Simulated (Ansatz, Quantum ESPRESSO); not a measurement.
# Tuning the work function of W(100), part 5 of 11

Which overlayers raise and which lower the work function of W(100), and does electronegativity predict it?

Quantum ESPRESSO 7.5; plane-wave DFT, PBE, GBRV ultrasoft pseudopotentials; geometry by Ansatz 0.2.0 with PAW datasets.

So far. Step 6 (Ground state, O overlayer): The covered face stands at 3.71 eV against 4.14 eV when clean. Step 6 (Ground state, O overlayer): Inside the slab this potential holds the local part of the pseudopotentials, which can be repulsive at the nuclei; only its value in the vacuum has a meaning of its own.

## Step 7: Projected density of states, O overlayer

Input file O.pdos.in:

```
&projwfc
  prefix = 'O.esm'
  outdir = './out'
  filpdos = 'O.pdos'
  Emin = -11.992
  Emax = 0.008
  DeltaE = 0.1
  ngauss = 0
  degauss = 0.01
/
```

Launch:

```bash
$ OMP_NUM_THREADS=1 mpirun -n 4 projwfc.x -in O.pdos.in > O.pdos.out
```

Numbers of over 12 decimals in the logs are rounded to 6 here.

Output:

```text
[banner, memory and clock lines left out]
Program PROJWFC v.7.5 starts

          URL

     ./out/O.esm.save/

     IMPORTANT: XC functional enforced from input :
     Exchange-correlation= PBE
                           (   1   4   3   4   0   0   0)
     Any further DFT definition will be discarded
     Please, verify this is what you really want

     negative rho (up, down):  3.285E-01 0.000E+00

     Gaussian broadening (read from input): ngauss,degauss=   0    0.010000

     Calling projwave ....
     one sub-group per band group will be used

     linear algebra parallelized on   4 procs

  Problem Sizes
  natomwfc =           69
  nx       =           35
  nbnd     =           46
  nkstot   =           15
  npwx     =         1880
  nkb      =          143

     Atomic states used for projection
     (read from pseudopotential files):

     state #   1: atom   1 (W  ), wfc  1 (l=0 m= 1)
     state #   2: atom   1 (W  ), wfc  2 (l=1 m= 1)
     state #   3: atom   1 (W  ), wfc  2 (l=1 m= 2)
     state #   4: atom   1 (W  ), wfc  2 (l=1 m= 3)
     state #   5: atom   1 (W  ), wfc  3 (l=2 m= 1)
     state #   6: atom   1 (W  ), wfc  3 (l=2 m= 2)
     state #   7: atom   1 (W  ), wfc  3 (l=2 m= 3)
     state #   8: atom   1 (W  ), wfc  3 (l=2 m= 4)
     state #   9: atom   1 (W  ), wfc  3 (l=2 m= 5)
     state #  10: atom   1 (W  ), wfc  4 (l=0 m= 1)
     state #  11: atom   1 (W  ), wfc  5 (l=1 m= 1)
     state #  12: atom   1 (W  ), wfc  5 (l=1 m= 2)
     state #  13: atom   1 (W  ), wfc  5 (l=1 m= 3)
     state #  14: atom   2 (W  ), wfc  1 (l=0 m= 1)
     state #  15: atom   2 (W  ), wfc  2 (l=1 m= 1)
     state #  16: atom   2 (W  ), wfc  2 (l=1 m= 2)
     state #  17: atom   2 (W  ), wfc  2 (l=1 m= 3)
     state #  18: atom   2 (W  ), wfc  3 (l=2 m= 1)
     state #  19: atom   2 (W  ), wfc  3 (l=2 m= 2)
     state #  20: atom   2 (W  ), wfc  3 (l=2 m= 3)
     state #  21: atom   2 (W  ), wfc  3 (l=2 m= 4)
     state #  22: atom   2 (W  ), wfc  3 (l=2 m= 5)
     state #  23: atom   2 (W  ), wfc  4 (l=0 m= 1)
     state #  24: atom   2 (W  ), wfc  5 (l=1 m= 1)
     state #  25: atom   2 (W  ), wfc  5 (l=1 m= 2)
     state #  26: atom   2 (W  ), wfc  5 (l=1 m= 3)
     state #  27: atom   3 (W  ), wfc  1 (l=0 m= 1)
     state #  28: atom   3 (W  ), wfc  2 (l=1 m= 1)
     state #  29: atom   3 (W  ), wfc  2 (l=1 m= 2)
     state #  30: atom   3 (W  ), wfc  2 (l=1 m= 3)
     state #  31: atom   3 (W  ), wfc  3 (l=2 m= 1)
     state #  32: atom   3 (W  ), wfc  3 (l=2 m= 2)
     state #  33: atom   3 (W  ), wfc  3 (l=2 m= 3)
     state #  34: atom   3 (W  ), wfc  3 (l=2 m= 4)
     state #  35: atom   3 (W  ), wfc  3 (l=2 m= 5)
     state #  36: atom   3 (W  ), wfc  4 (l=0 m= 1)
     state #  37: atom   3 (W  ), wfc  5 (l=1 m= 1)
     state #  38: atom   3 (W  ), wfc  5 (l=1 m= 2)
     state #  39: atom   3 (W  ), wfc  5 (l=1 m= 3)
     state #  40: atom   4 (W  ), wfc  1 (l=0 m= 1)
     state #  41: atom   4 (W  ), wfc  2 (l=1 m= 1)
     state #  42: atom   4 (W  ), wfc  2 (l=1 m= 2)
     state #  43: atom   4 (W  ), wfc  2 (l=1 m= 3)
     state #  44: atom   4 (W  ), wfc  3 (l=2 m= 1)
     state #  45: atom   4 (W  ), wfc  3 (l=2 m= 2)
     state #  46: atom   4 (W  ), wfc  3 (l=2 m= 3)
     state #  47: atom   4 (W  ), wfc  3 (l=2 m= 4)
     state #  48: atom   4 (W  ), wfc  3 (l=2 m= 5)
     state #  49: atom   4 (W  ), wfc  4 (l=0 m= 1)
     state #  50: atom   4 (W  ), wfc  5 (l=1 m= 1)
     state #  51: atom   4 (W  ), wfc  5 (l=1 m= 2)
     state #  52: atom   4 (W  ), wfc  5 (l=1 m= 3)
     state #  53: atom   5 (W  ), wfc  1 (l=0 m= 1)
     state #  54: atom   5 (W  ), wfc  2 (l=1 m= 1)
     state #  55: atom   5 (W  ), wfc  2 (l=1 m= 2)
     state #  56: atom   5 (W  ), wfc  2 (l=1 m= 3)
     state #  57: atom   5 (W  ), wfc  3 (l=2 m= 1)
     state #  58: atom   5 (W  ), wfc  3 (l=2 m= 2)
     state #  59: atom   5 (W  ), wfc  3 (l=2 m= 3)
     state #  60: atom   5 (W  ), wfc  3 (l=2 m= 4)
     state #  61: atom   5 (W  ), wfc  3 (l=2 m= 5)
     state #  62: atom   5 (W  ), wfc  4 (l=0 m= 1)
     state #  63: atom   5 (W  ), wfc  5 (l=1 m= 1)
     state #  64: atom   5 (W  ), wfc  5 (l=1 m= 2)
     state #  65: atom   5 (W  ), wfc  5 (l=1 m= 3)
     state #  66: atom   6 (O  ), wfc  1 (l=0 m= 1)
     state #  67: atom   6 (O  ), wfc  2 (l=1 m= 1)
     state #  68: atom   6 (O  ), wfc  2 (l=1 m= 2)
     state #  69: atom   6 (O  ), wfc  2 (l=1 m= 3)

[... projections of each state ...]
Lowdin Charges:

     Atom #   1: total charge =  13.9289, s =  2.4270,
     Atom #   1: total charge =  13.9289, p =  6.8309, pz=  2.2124, px=  2.3093, py=  2.3093,
     Atom #   1: total charge =  13.9289, d =  4.6710, dz2=  0.7743, dxz=  1.0059, dyz=  1.0059, dx2-y2=  0.8987, dxy=  0.9863,
     Atom #   2: total charge =  14.0518, s =  2.3202,
     Atom #   2: total charge =  14.0518, p =  7.0875, pz=  2.3981, px=  2.3447, py=  2.3447,
     Atom #   2: total charge =  14.0518, d =  4.6440, dz2=  0.7215, dxz=  1.0819, dyz=  1.0819, dx2-y2=  0.7194, dxy=  1.0393,
     Atom #   3: total charge =  13.9707, s =  2.2968,
     Atom #   3: total charge =  13.9707, p =  7.0208, pz=  2.3308, px=  2.3450, py=  2.3450,
     Atom #   3: total charge =  13.9707, d =  4.6532, dz2=  0.7543, dxz=  1.0454, dyz=  1.0454, dx2-y2=  0.7866, dxy=  1.0215,
     Atom #   4: total charge =  13.9991, s =  2.2917,
     Atom #   4: total charge =  13.9991, p =  7.0071, pz=  2.3095, px=  2.3488, py=  2.3488,
     Atom #   4: total charge =  13.9991, d =  4.7004, dz2=  0.6746, dxz=  1.1090, dyz=  1.1090, dx2-y2=  0.7176, dxy=  1.0902,
     Atom #   5: total charge =  13.5829, s =  2.3172,
     Atom #   5: total charge =  13.5829, p =  6.7594, pz=  2.2348, px=  2.2623, py=  2.2623,
     Atom #   5: total charge =  13.5829, d =  4.5063, dz2=  0.8279, dxz=  1.0382, dyz=  1.0382, dx2-y2=  0.9403, dxy=  0.6618,
     Atom #   6: total charge =   6.3768, s =  1.6919,
     Atom #   6: total charge =   6.3768, p =  4.6849, pz=  1.5803, px=  1.5523, py=  1.5523,
     Atom #   6: total charge =   6.3768, d =  0.0000, dz2=  0.0000, dxz=  0.0000, dyz=  0.0000, dx2-y2=  0.0000, dxy=  0.0000,
     Spilling Parameter:   0.0012

Note: The following floating-point exceptions are signalling: IEEE_DIVIDE_BY_ZERO IEEE_UNDERFLOW_FLAG IEEE_DENORMAL
Note: The following floating-point exceptions are signalling: IEEE_DIVIDE_BY_ZERO IEEE_UNDERFLOW_FLAG IEEE_DENORMAL
Note: The following floating-point exceptions are signalling: IEEE_DIVIDE_BY_ZERO IEEE_UNDERFLOW_FLAG IEEE_DENORMAL
Note: The following floating-point exceptions are signalling: IEEE_DIVIDE_BY_ZERO IEEE_UNDERFLOW_FLAG IEEE_DENORMAL
```

Wall time 3.5 s (4 MPI ranks of Intel Xeon at 2.70GHz, shared host); peak memory 0.64 GiB.

Read from the output:

- spilling of the projection: 0.0012

Projected DOS an atom over height of the atomic layer and energy from the Fermi level. Columns are the atomic layers from the bottom up.

Ten even steps from '_' (0.02 states/eV) to '@' (2.48 states/eV), each cell a mean:
```
**::--::##..
**::--::@@..
**..::::%%..
@@..::..==..
**::__..--__
==--..::--__
--::::::::__
====----::__
++**++--::__
==****++::__
::++++==--__
..--==++--__
==##====::..
::--::..__..
..::==::__..
__..::::__::
..::----::++
__..::::--@@
________..==
__......--++
________..--
______......
```
Columns: height of the atomic layer (Å) from -3.51 to 3.51 (not evenly spaced); rows upwards: energy from the Fermi level (eV) from -8.00 to 1.20.

The atomic orbitals miss 0.1 % of the occupied states; for empty states the projections can miss much more.

## Step 8: Geometry from Ansatz, S overlayer

Level of this step: plane-wave DFT, PBE, Ansatz PAW (Ansatz 0.2.0).

System of this step: W(100), 5 layers, one monolayer of S on hollow sites. The cell holds 6 atoms: 5 W and 1 S. Cell: a = 3.160 Å, b = 3.160 Å, c = 25.320 Å, α = 90.0°, β = 90.0°, γ = 90.0°. It derives from W. Vacuum lies along c.

Input file input.yaml:

```yaml
crystal:
  lattice:
    - [3.16, 0.0, 0.0]
    - [0.0, 3.16, 0.0]
    - [0.0, 0.0, 25.32]
  atoms:
    - { symbol: W, position: [0.0, 0.0, 0.3278041074] }
    - { symbol: W, position: [0.5, 0.5, 0.3902053712] }
    - { symbol: W, position: [0.0, 0.0, 0.4526066351] }
    - { symbol: W, position: [0.5, 0.5, 0.5150078989] }
    - { symbol: W, position: [0.0, 0.0, 0.5774091627] }
    - { symbol: S, position: [0.5, 0.5, 0.6351319227] }
kpoints:
  mp_grid: { grid: [8, 8, 1] }
hamiltonian:
  xc: pbe
scf:
  occupations: { method: fermi_dirac, width: 0.1 }
  convergence: { dr2_threshold: 1.0e-08 }
efield:
  axis: 3
  dipole_correction: true
  ramp_position: 0.97
  ramp_width: 0.04
relax:
  f_tol: 0.01
  constraints: [{ sites: [0, 1, 2] }]
output:
  write_potential: true
  write_density: true
  volumetric_format: npy
```

Launch:

```bash
$ ansatz run input.yaml --threads 4 --pin off --max-ram 8192MiB --backend cpu --events-out ev --progress --plain --runs-dir out
```

Output:

```text
[...]
Crystal: 6 atoms, lattice volume = 252.835 Å³
Basis set: ecut = 420 eV, 4957 PW (Γ), exchange–correlation on 48×48×360 points (8 copies of the dense FFT grid, shifted against one another)
Bands: 46, of which v1, the nominal top of the filled ones, is band 38 counted from 1 (37 counted from 0)
Symmetry: 8 space group operations
[...]
F+E_penalty+E_count = -52823.64982193 eV   max|allowed force component| = 6.996e-4 eV/Å
  atoms:
    - { symbol: W, position: [0.0, 0.0, 0.327804] }
    - { symbol: W, position: [0.500000, 0.500000, 0.390205] }
    - { symbol: W, position: [0.0, 0.0, 0.452607] }
    - { symbol: W, position: [0.500000, 0.500000, 0.513397] }
    - { symbol: W, position: [4.637606931523672e-18, 0, 0.580388] }
    - { symbol: S, position: [0.500000, 0.500000, 0.626589] }
[key lines of the parts left out:]
SCF converged after 5 iterations
Free energy (F): -52823.649822 eV
Fermi energy:    5.023111 eV
Dipole field:    D = -0.011276 V/Å  (p = -0.015756 e·Å, saw-weighted, corrected)
Work function:   Φ+ = 4.5332 eV   Φ− = 4.2477 eV
```

It took 28 s on 4 threads; peak memory 0.66 GiB; 98 s of CPU time.

The steps of the relaxation:

| step | energy less that of the first step (eV) | largest force component (eV/Å) |
| --- | --- | --- |
| 1 | 0.0000 | 1.6678 |
| 2 | -0.2306 | 0.2609 |
| 3 | -0.2286 | 0.2224 |
| 4 | -0.2341 | 0.0289 |
| 5 | -0.2342 | 0.0007 |

Relaxation step 3 was tried and not accepted.

The atoms that moved most (Å):

| atom | dx | dy | dz | length |
| --- | --- | --- | --- | --- |
| S6 | 0.000 | 0.000 | -0.216 | 0.216 |
| W5 | 0.000 | 0.000 | 0.075 | 0.075 |
| W4 | 0.000 | 0.000 | -0.041 | 0.041 |

The relaxed structure:

```xyz
6
Lattice="3.1600 0.0000 0.0000 0.0000 3.1600 0.0000 0.0000 0.0000 25.3200" Properties=species:S:1:pos:R:3
W     0.0000    0.0000    8.3000
W     1.5800    1.5800    9.8800
W     0.0000    0.0000   11.4600
W     1.5800    1.5800   12.9992
W     0.0000    0.0000   14.6954
S     1.5800    1.5800   15.8652
```

The relaxation lowers the energy by 39 meV an atom. Held were the atoms numbered 1, 2 and 3; the forces quoted are those on the free ones.

Read from the output:

| Quantity | Value |
| --- | --- |
| free energy | -52823.6498 eV |
| energy at zero smearing | -52823.5691 eV |
| smearing term TS | 0.1614 eV |
| Fermi energy | 5.023 eV |
| work function of the upper face | 4.533 eV |
| work function of the lower face | 4.248 eV |
| dipole along the normal | -0.01576 e·Å |

[end of part 5 of 11]

[Logs are printed without paths, hosts, clocks, repeated set-up lines and the standing remarks that a program may print on its own settings, such as how far it seeks lower states.]

[Hosts, paths, dates, database ids (printed as entryN), source tags and the programs' standing remarks are cut or masked in the printed files.]

[Maps of the electrostatic potential energy from Ansatz leave out the sawtooth potential of an applied field or a dipole correction, so their vacuum need not be flat; planar profiles and work functions include it.]
